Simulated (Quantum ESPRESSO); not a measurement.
A run of Quantum ESPRESSO 7.5:

The input run.py:

```python
import numpy as np
from ase.calculators.espresso import Espresso, EspressoProfile
from ase.io import read

atoms = read('SiC.xyz')

input_data = {
    'control': {'calculation': 'scf', 'prefix': 'pwscf', 'outdir': './tmp', 'tprnfor': True, 'tstress': True, 'disk_io': 'low'},
    'system': {'ecutwfc': 82.0, 'nbnd': 14, 'input_dft': 'pw86pbe', 'occupations': 'smearing', 'smearing': 'fd', 'degauss': 0.00367493},
    'electrons': {'conv_thr': 8e-10, 'electron_maxstep': 120, 'mixing_beta': 0.5},
}
pseudopotentials = {'C': 'C.upf', 'Si': 'Si.upf'}
profile = EspressoProfile(command='pw.x', pseudo_dir='pseudo')
dft = Espresso(profile=profile, input_data=input_data, pseudopotentials=pseudopotentials, kpts=(10, 10, 5), koffset=(0, 0, 0))
from ase.calculators.mixing import SumCalculator
from dftd4.ase import DFTD4
d4 = DFTD4(method='pw86pbe')
atoms.calc = SumCalculator([dft, d4])

from ase.optimize import LBFGS
from ase.filters import FrechetCellFilter
done = LBFGS(FrechetCellFilter(atoms), trajectory='opt.traj').run(fmax=0.02, steps=30)
print('converged', done)
print('cell (A)', np.round(atoms.cell.cellpar(), 5))
print(f'energy {atoms.get_potential_energy():.8f} eV')
print('forces (eV/A)')
print(np.round(atoms.get_forces(), 6))
print('stress (eV/A^3, Voigt)')
print(np.round(atoms.get_stress(), 8))
print(f'Fermi level {dft.get_fermi_level():.4f} eV')
print(f'D4 part {d4.get_potential_energy(atoms):.8f} eV')
atoms.write('final.traj')
```

File SiC.xyz:

```xyz
4
Lattice="3.0760000000 0.0000000000 0.0000000000 -1.5380000000 2.6638941420 0.0000000000 0.0000000000 0.0000000000 5.0480000000" Properties=species:S:1:pos:R:3 pbc="T T T"
Si     1.5380000002      0.8879647139      2.5240000000
Si    -0.0000000002      1.7759294281      0.0000000000
C      1.5380000002      0.8879647139      4.4674800000
C     -0.0000000002      1.7759294281      1.9434800000
```

Potentials or basis: PseudoDojo 0.4.1 SR PBE standard.

Launch:

```sh
$ OMP_NUM_THREADS=1 python run.py
```

Hardware: 1 thread of Arm Neoverse V2, with other jobs on the host.

Estimate the wall time of this run.

Run time: 3.3 min on 1 thread of Arm Neoverse V2, with other jobs on the host, peak memory 0.09 GiB. Counts: scf iterations 10, k pools 1, bands 14, ion steps 6, k points 42, g dense 28459.
